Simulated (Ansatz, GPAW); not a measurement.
Given: the input of a run of GPAW 26.7.0 (ASE script) on As. This isn't the form of As at room conditions, which is rhombohedral.

run.py

```python
from ase import Atoms
from ase.dft.bandgap import bandgap
from ase.io import write
from ase.units import Bohr, GPa
from gpaw import GPAW, PW, setup_paths
from gpaw.elf import elf_from_dft_calculation

setup_paths.insert(0, '.')

atoms = Atoms(['As', 'As', 'As', 'As'],
              cell=[[1.825, -5.5, 0.0],
                    [1.825, 5.5, 0.0],
                    [0.0, 0.0, 4.47]],
              scaled_positions=[[0.39, 0.61, 0.56],
                                [0.89, 0.11, 0.94],
                                [0.61, 0.39, 0.44],
                                [0.11, 0.89, 0.06]],
              pbc=True)

calc = GPAW(mode=PW(600),
            xc='PBEsol',
            kpts={'size': (8, 8, 6), 'gamma': True},
            occupations={'name': 'fermi-dirac', 'width': 0.05},
            nbands=21,
            convergence={'density': 1e-05, 'energy': 1e-05},
            maxiter=150,
            txt='gpaw.txt')
atoms.calc = calc
energy = atoms.get_potential_energy()
forces = atoms.get_forces()
stress = atoms.get_stress()
calc.write('gs.gpw')
write('result.traj', atoms)
print(f'Energy: {energy:.6f} eV')
print('Forces (eV/A):')
print(forces.round(4))
print('Stress (GPa):', (stress / GPa).round(3))
print('Fermi level:', round(calc.get_fermi_level(), 4), 'eV')
print(f'Gap: {bandgap(calc)[0]:.4f} eV, direct: {bandgap(calc, direct=True)[0]:.4f} eV')

# fields on the real-space grid
write('density.cube', atoms, data=calc.get_pseudo_density() * Bohr**3)
write('potential.cube', atoms, data=calc.get_electrostatic_potential())
write('elf.cube', atoms, data=elf_from_dft_calculation(calc).data)
```

Potentials or basis: PAW data sets generated in the run's folder for this functional, pw.

Command:

```console
$ gpaw-setup -f PBEsol As
$ OMP_NUM_THREADS=1 python run.py
```

Task: Translate it to Ansatz 0.2.0. Potentials or basis there: all-electron LAPW, scalar-relativistic.

Result: As run (cutoffs and basis follow the program's own potentials, and thresholds, step limits or extra output files can differ):

File input.yaml:

```yaml
crystal:
  lattice:
    - [1.825, -5.5, 0.0]
    - [1.825, 5.5, 0.0]
    - [0.0, 0.0, 4.47]
  atoms:
    - { symbol: As, position: [0.39, 0.61, 0.56] }
    - { symbol: As, position: [0.89, 0.11, 0.94] }
    - { symbol: As, position: [0.61, 0.39, 0.44] }
    - { symbol: As, position: [0.11, 0.89, 0.06] }
kpoints:
  mp_grid: { grid: [8, 8, 6] }
scf:
  occupations: { method: fermi_dirac, width: 0.05 }
hamiltonian:
  xc: pbesol
  pseudopotentials: { kind: all_electron, lapw: { basis_error: 0.001 } }
output:
  forces: true
  stress: true
  eigenvalues: true
  populations: true
```

Potentials or basis: all-electron LAPW, scalar-relativistic.

Run with:

```sh
$ ansatz run input.yaml --threads 2 --pin off --max-ram 8192MiB --backend cpu --events-out ev --progress --plain --runs-dir out
```

Both were run:

|  | GPAW | Ansatz |
| --- | --- | --- |
| Pressure | 0.0 GPa | -0.3 GPa |

Where Ansatz's input types no cutoff or centring, it takes its own default and a Γ-centred mesh.

Pressure is positive in compression.
